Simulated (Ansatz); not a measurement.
A crystal relaxed with r2SCAN in Ansatz has space group P4_2/mnm (No. 136) and a = 5.513 Å, c = 3.249 Å.

```
atom  site       x       y       z
  Zn    4g  0.1818  0.1818  0.5000
  Xx    4f  0.8175  0.1825  0.5000
```

With r2SCAN the gap is 1.21 eV and direct, at Γ. The PBE gap is direct at Γ: 0.81 eV. Meshes: r2SCAN 6×6×8, PBE 6×6×8. r2SCAN's ε∞ is 4.1 along x and y, 4.3 along z.

Task: Which element is Xx?
A. S
B. Te
C. Se
D. O

Result: D. Xx is O: ZnO (P4_2/mnm) from a database of computed structures. Zn is surrounded by 4 O at 1.94–2.01 Å; O is surrounded by 4 Zn at 1.94–2.01 Å.

The values are computed, spin-unpolarised, and not measurements.
